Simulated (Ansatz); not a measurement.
## B: changing the pressure

The cell as given:

```cif
data_structure
_symmetry_space_group_name_H-M 'Pmmn:1'
_symmetry_Int_Tables_number 59
_cell_length_a 1.6246
_cell_length_b 2.8661
_cell_length_c 3.9144
_cell_angle_alpha 90.000
_cell_angle_beta 90.000
_cell_angle_gamma 90.000
_cell_volume 18.23
loop_
_atom_site_label
_atom_site_type_symbol
_atom_site_symmetry_multiplicity
_atom_site_Wyckoff_symbol
_atom_site_fract_x
_atom_site_fract_y
_atom_site_fract_z
_atom_site_occupancy
B1 B 2 b 0.00000 0.50000 0.60926 1
```

This isn't the form of B at room conditions, which is rhombohedral.

Kept alike: task relaxation of cell and atoms; functional LDA; k mesh 16 × 9 × 7; occupations fermi-dirac, width 0.05 eV; no spin polarisation. Program: Ansatz, Ansatz PAW, cutoff 420 eV. The mesh is that of the run's cell of 2 atoms. No spin-orbit coupling.

| pressure, P (GPa) | volume (Å³/atom) | first edge of the run's cell (Å) | third edge of the run's cell (Å) |
| --- | --- | --- | --- |
| 0 | 8.186 | 1.617 | 3.586 |
| 2 | 7.957 | 1.614 | 3.506 |

The relaxations keep at least the cell's symmetry (Pmmn). For a metal such a mesh leaves the last digits unconverged. Runs of this series that gave no sound value for these columns are left out. The runs follow the start's structure, whether or not it is the stable one at these pressures. Ansatz's relaxations hold a Pulay term in the stress (up to 0.4 GPa here). P is the pressure aimed at, which the runs meet within some hundredths to tenths of a GPa. All rows use potentials made for PBE.

**Question.** What does the pressure change here?

**Answer.** The volume falls from 8.186 to 7.957 Å³/atom between 0 and 2 GPa. The first edge of the run's cell falls from 1.617 to 1.614 Å between 0 and 2 GPa. The third edge of the run's cell falls from 3.586 to 3.506 Å between 0 and 2 GPa.
